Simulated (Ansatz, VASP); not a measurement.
# Pd in VASP and in Ansatz

```
CELL_PARAMETERS angstrom
-1.54018 1.54018 1.54018
1.54018 -1.54018 1.54018
1.54018 1.54018 -1.54018
ATOMIC_POSITIONS crystal
Pd 0.00000 0.00000 0.00000
```

Change from the starting cell: volume scaled by 0.94.

Alike in both runs: task single point; functional PBE; k mesh 12 × 12 × 12; occupations fermi-dirac, width 0.05 eV; no spin polarisation.

```csv
,VASP,Ansatz
version,VASP 6.6.1,Ansatz 0.2.0
potentials or method,"VASP PAW PBE potentials, release 64 (Pd), cutoff 520 eV","all-electron LAPW, scalar-relativistic"
```

VASP gave:

```
gap on the k mesh at the Fermi level (eV) : none
pressure (GPa)                            : 10.1
```

Task: Estimate Ansatz's values.

Result: gap on the k mesh at the Fermi level (eV): none; pressure (GPa): 10.4.

A gap of «none» marks a metal or a gap that the smearing closes. Ansatz ran all-electron here, so the differences hold the error of VASP's frozen core and of both bases.
